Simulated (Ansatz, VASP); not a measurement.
# Tl: VASP beside Ansatz

INCAR

```
PREC = Accurate
ENCUT = 520
EDIFF = 1E-6
ISMEAR = -1
SIGMA = 0.08
LREAL = F
LASPH = T
NELM = 80
ALGO = Normal
ISIF = 2
LWAVE = F
LCHARG = T
GGA = PE
LELF = T
LVHAR = T
NBANDS = 12
```

KPOINTS

```
Automatic mesh
0
Gamma
  15 15 15
```

File POSCAR:

```
Tl
1.0
   -1.6778735852      1.6778735852      1.6778735852
    1.6778735852     -1.6778735852      1.6778735852
    1.6778735852      1.6778735852     -1.6778735852
Tl
1
Direct
    0.0000000000      0.0000000000      0.0000000000
```

Input for Ansatz:

```yaml
crystal:
  lattice:
    - [-1.6778735852, 1.6778735852, 1.6778735852]
    - [1.6778735852, -1.6778735852, 1.6778735852]
    - [1.6778735852, 1.6778735852, -1.6778735852]
  atoms:
    - { symbol: Tl, position: [0.0, 0.0, 0.0] }
kpoints:
  mp_grid: { grid: [15, 15, 15] }
scf:
  occupations: { method: fermi_dirac, width: 0.08 }
hamiltonian:
  xc: pbe
  pseudopotentials: { kind: all_electron, lapw: { basis_error: 0.001 } }
output:
  forces: true
  stress: true
  eigenvalues: true
  populations: true
```

Change from the starting cell: volume scaled by 0.6, LAPW.

Alike in both runs: task single point; functional PBE; k mesh 15 × 15 × 15; occupations fermi-dirac, width 0.08 eV; no spin polarisation.

|  | VASP | Ansatz |
| --- | --- | --- |
| version | VASP 6.6.1 | Ansatz 0.2.0 |
| potentials or method | VASP PAW PBE potentials, release 64 (Tl_d) | all-electron LAPW, scalar-relativistic |
| plane-wave cutoff (eV) | 520 | see its input |

|  | VASP | Ansatz | Ansatz less VASP |
| --- | --- | --- | --- |
| pressure (GPa) | 53.8 | 53.9 | +0.09 |

Ansatz ran all-electron here, so the differences hold the error of VASP's frozen core and of both bases.

Caveats: so large a pressure means that the cell lies far from this level's equilibrium, or that cutoff or potentials fall short (VASP). The runs have no spin-orbit coupling, so splittings on Tl are missing.
